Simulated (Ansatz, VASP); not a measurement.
# One calculation of Mo, two programs

The input INCAR:

```
SYSTEM = Mo
ALGO = Normal ; EDIFF = 1E-6
ENCUT = 520 ; GGA = PE
ISIF = 2 ; ISMEAR = 0
LASPH = .TRUE. ; LCHARG = .FALSE.
LREAL = .FALSE. ; LWAVE = .FALSE.
NBANDS = 13 ; NELM = 80
PREC = Accurate ; SIGMA = 0.15
```

File KPOINTS:

```
k-points
0
G
  20 20 20
  0 0 0
```

File POSCAR:

```
Mo
1.0
   -1.5802339370      1.5802339370      1.5802339370
    1.5802339370     -1.5802339370      1.5802339370
    1.5802339370      1.5802339370     -1.5802339370
Mo
1
Direct
    0.0000000000      0.0000000000      0.0000000000
```

Input for Ansatz:

```yaml
crystal:
  lattice:
    - [-1.580233937, 1.580233937, 1.580233937]
    - [1.580233937, -1.580233937, 1.580233937]
    - [1.580233937, 1.580233937, -1.580233937]
  atoms:
    - { symbol: Mo, position: [0.0, 0.0, 0.0] }
basis:
  ecutwfc: 420
kpoints:
  mp_grid: { grid: [20, 20, 20] }
hamiltonian:
  xc: pbe
  pseudopotentials: { kind: paw, azcp: { folder: soft_1 } }
scf:
  occupations: { method: gaussian, width: 0.15 }
output:
  forces: true
  stress: true
  eigenvalues: true
  write_density: true
  write_potential: true
  elf: true
  volumetric_format: npy
```

Alike in both runs: task single point; functional PBE; k mesh 20 × 20 × 20; occupations gaussian, width 0.15 eV; no spin polarisation.

|  | VASP | Ansatz |
| --- | --- | --- |
| version | VASP 6.6.1 | Ansatz 0.2.0 |
| potentials or method | VASP PAW PBE potentials, release 64 (Mo_sv) | scalar-relativistic, plane waves, PAW |
| plane-wave cutoff (eV) | 520 | 420 |
| valence electrons in the cell | 14 | 14 |

|  | VASP | Ansatz | Ansatz less VASP |
| --- | --- | --- | --- |
| gap on the k mesh at the Fermi level (eV) | none | none | - |
| pressure (GPa) | 0.7 | 0.1 | -0.51 |

A gap of «none» marks a metal or a gap that the smearing closes.
